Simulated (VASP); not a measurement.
## NaCl in VASP 6.6.1, single-point calculation

INCAR

```
NSW = 0
PREC = Accurate
ISIF = 2
NELM = 120
LREAL = .FALSE.
LCHARG = .FALSE.
EDIFF = 1E-7
ENCUT = 520
GGA = RE
LASPH = .TRUE.
ISMEAR = -1
ISYM = -1
SIGMA = 0.02
NBANDS = 14
LWAVE = .FALSE.
IBRION = -1
```

KPOINTS

```
KPOINTS created by Atomic Simulation Environment
0
Monkhorst-Pack
4 4 4
0 0 0
```

POSCAR

```
Na Cl
 1.0000000000000000
     0.0000000000000000    2.7589767059999999    2.8245598581000002
     2.7589767059999999    0.0000000000000000    2.8245598581000002
     2.7589767059999999    2.7589767059999999    0.0000000000000000
 Na  Cl
   1   1
Cartesian
  0.0000000000000000  0.0000000000000000  0.0000000000000000
  2.7589767059999999  2.7589767059999999  2.8245598581000002
```

The recommended PBE PAW datasets give the neutral cell 14 valence electrons.

Command

```
mpirun -np 1 vasp_std
```

OSZICAR

```
N       E                     dE             d eps       ncg     rms          rms(c)
DAV:   1     0.103287293033E+03    0.10329E+03   -0.71178E+03  1806   0.103E+03
DAV:   2     0.175412659442E+01   -0.10153E+03   -0.93314E+02  1966   0.276E+02
DAV:   3    -0.643678863309E+01   -0.81909E+01   -0.81423E+01  2344   0.738E+01
DAV:   4    -0.656549099773E+01   -0.12870E+00   -0.12865E+00  2050   0.974E+00
DAV:   5    -0.656825791119E+01   -0.27669E-02   -0.27667E-02  2386   0.149E+00    0.241E+00
DAV:   6    -0.638225700048E+01    0.18600E+00   -0.31168E-01  2264   0.315E+00    0.187E+00
DAV:   7    -0.637707297662E+01    0.51840E-02   -0.98581E-02  2322   0.186E+00    0.124E+00
DAV:   8    -0.638802695602E+01   -0.10954E-01   -0.16890E-02  1894   0.107E+00    0.287E-01
DAV:   9    -0.638793411383E+01    0.92842E-04   -0.28239E-04  2338   0.134E-01    0.155E-01
DAV:  10    -0.638823118123E+01   -0.29707E-03   -0.61562E-04  1930   0.199E-01    0.888E-02
DAV:  11    -0.638822083601E+01    0.10345E-04   -0.25362E-05  2374   0.524E-02    0.151E-02
DAV:  12    -0.638822285093E+01   -0.20149E-05   -0.46147E-06  1948   0.209E-02    0.189E-03
DAV:  13    -0.638822370641E+01   -0.85548E-06   -0.83010E-07  2200   0.633E-03    0.510E-03
DAV:  14    -0.638822339532E+01    0.31109E-06   -0.10859E-07  2224   0.219E-03    0.751E-04
DAV:  15    -0.638822341180E+01   -0.16475E-07   -0.42224E-09  1040   0.553E-04
   1 F= -.63882234E+01 E0= -.63882234E+01  d E =-.129493E-10
```

Standard output (part)

```
POSCAR found type information on POSCAR NaCl
 POSCAR found :  2 types and       2 ions
 LDA part: xc-table for (Slater+PW92), standard interpolation
 POSCAR, INCAR and KPOINTS ok, starting setup
 WAVECAR not read
 entering main loop
```

From OUTCAR

```
k-points           NKPTS =     64   k-points in BZ     NKDIM =     64   number of bands    NBANDS=     14

   NELECT =      14.0000    total number of electrons

   dimension x,y,z NGX =    30 NGY =   30 NGZ =   30
   dimension x,y,z NGXF=    60 NGYF=   60 NGZF=   60

  energy-cutoff  :      520.00
  volume of cell :       43.00
      direct lattice vectors                 reciprocal lattice vectors
     0.000000000  2.758976706  2.824559858    -0.181226612  0.181226612  0.177018730
     2.758976706  0.000000000  2.824559858     0.181226612 -0.181226612  0.177018730
     2.758976706  2.758976706  0.000000000     0.181226612  0.181226612 -0.177018730

 k-points in reciprocal lattice and weights: KPOINTS created by Atomic Simulation Env
   0.12500000  0.12500000  0.12500000       0.016
   0.37500000  0.12500000  0.12500000       0.016
  -0.37500000  0.12500000  0.12500000       0.016
  -0.12500000  0.12500000  0.12500000       0.016
   0.12500000  0.37500000  0.12500000       0.016
   0.37500000  0.37500000  0.12500000       0.016
  -0.37500000  0.37500000  0.12500000       0.016
  -0.12500000  0.37500000  0.12500000       0.016
   ...

 E-fermi :   0.0225

 k-point     1 :       0.1250    0.1250    0.1250
  band No.  band energies     occupation
      1     -21.1366      2.00000
      2     -21.1317      2.00000
      3     -21.1295      2.00000
      4     -13.0730      2.00000
      5      -0.7557      2.00000
      6      -0.4235      2.00000
      7      -0.4207      2.00000
      8       5.6702      0.00000
      9      10.4081      0.00000
     10      11.0600      0.00000
     11      11.1930      0.00000
     12      12.7411      0.00000
     13      12.9862      0.00000
     14      15.9081      0.00000

 k-point     2 :       0.3750    0.1250    0.1250
  band No.  band energies     occupation
      1     -21.1521      2.00000
      2     -21.1348      2.00000
      3     -21.1322      2.00000
      4     -12.8703      2.00000
      5      -1.7298      2.00000
      6      -0.7918      2.00000
      7      -0.5600      2.00000
      8       7.2654      0.00000
      9       9.7345      0.00000
     10      10.7867      0.00000
     11      11.4200      0.00000
     12      12.6542      0.00000
     13      14.5505      0.00000
     14      16.7349      0.00000

 k-point     3 :      -0.3750    0.1250    0.1250
  band No.  band energies     occupation
      1     -21.1622      2.00000
      2     -21.1364      2.00000
      3     -21.1333      2.00000
      4     -12.7427      2.00000
      5      -2.2569      2.00000
      6      -0.8437      2.00000
      7      -0.7233      2.00000
      8       7.5864      0.00000
      9      10.2017      0.00000
     10      10.6090      0.00000
     11      11.1550      0.00000
     12      14.8559      0.00000
     13      15.9957      0.00000
     14      16.3967      0.00000

 k-point     4 :      -0.1250    0.1250    0.1250
  band No.  band energies     occupation
      1     -21.1440      2.00000
      2     -21.1351      2.00000
      3     -21.1317      2.00000
      4     -12.9538      2.00000
      5      -1.3355      2.00000
      6      -0.5997      2.00000
      7      -0.5765      2.00000
      8       6.6832      0.00000
      9       9.5693      0.00000
     10      11.2100      0.00000
     11      11.5833      0.00000
     12      12.2687      0.00000
     13      13.5828      0.00000
     14      17.0065      0.00000

 ...

  Total        1.1276793      1.1276786      0.7778172     -0.0051439     -0.0043212     -0.0043205
  in kB       42.0164483     42.0164211     28.9808614     -0.1916571     -0.1610056     -0.1609786
  external PRESSURE =      37.6712436 kB  Pullay stress =       0.0000000 kB

 POSITION                                       TOTAL-FORCE (eV/Angst)
 -----------------------------------------------------------------------------------
      0.00000      0.00000      0.00000         0.000000      0.000000      0.000000
      2.75898      2.75898      2.82456        -0.000000     -0.000000     -0.000000
 -----------------------------------------------------------------------------------
    total drift:                               -0.000000     -0.000000     -0.000000

  FREE ENERGIE OF THE ION-ELECTRON SYSTEM (eV)
  ---------------------------------------------------
  free  energy   TOTEN  =        -6.3882234118 eV

  energy  without entropy=       -6.3882234118  energy(sigma->0) =       -6.38822341
```

It converged. Results: gap between bands v and c on the k mesh 6.09 eV; least direct gap on the k mesh 6.09 eV; pressure 3.8 GPa. Band v is the last that the valence electrons fill when counted band by band, and c is the next.

The shifted mesh misses Γ, so a band edge there is missed.

For comparison, a separate PBE run of the intended cell, on usual settings and not on those above, gives a gap of 5.27 eV on its mesh and a pressure of 2.0 GPa.

The run above took about 45 s on one core of a shared host (Intel Xeon Platinum 8488C) and held 0.17 GiB at most.
